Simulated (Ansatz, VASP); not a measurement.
TiCo3: VASP beside Ansatz

```xyz
4
Lattice="3.5710 0.0000 0.0000 0.0000 3.5710 0.0000 0.0000 0.0000 3.5710" Properties=species:S:1:pos:R:3 pbc="T T T"
Ti    0.0000    0.0000    0.0000
Co    0.0000    1.7855    1.7855
Co    1.7855    0.0000    1.7855
Co    1.7855    1.7855    0.0000
```

Alike in both runs: task single point; functional PBEsol; k mesh 10 × 10 × 10; occupations fermi-dirac, width 0.05 eV; no spin polarisation.

|  | VASP | Ansatz |
| --- | --- | --- |
| version | VASP 6.6.1 | Ansatz 0.2.0 |
| potentials or method | VASP PAW PBE potentials, release 64 (Ti_sv, Co) | PAW with Ansatz's default frozen-core files, scalar-relativistic |
| plane-wave cutoff (eV) | 520 | 420 |
| valence electrons in the cell | 39 | 63 |

Ansatz gave:

| Quantity | Value |
| --- | --- |
| pressure (GPa) | -8.4 |

Q: Estimate VASP's values.

A: Pressure (GPa): -8.9.

The two sets of potentials don't hold the same shells in valence.

Caveats: the PAW data sets were made with another functional, which shifts forces and pressure a little (VASP). Spin polarisation is off, so any magnetic state and its effect on volume and gap are missing.
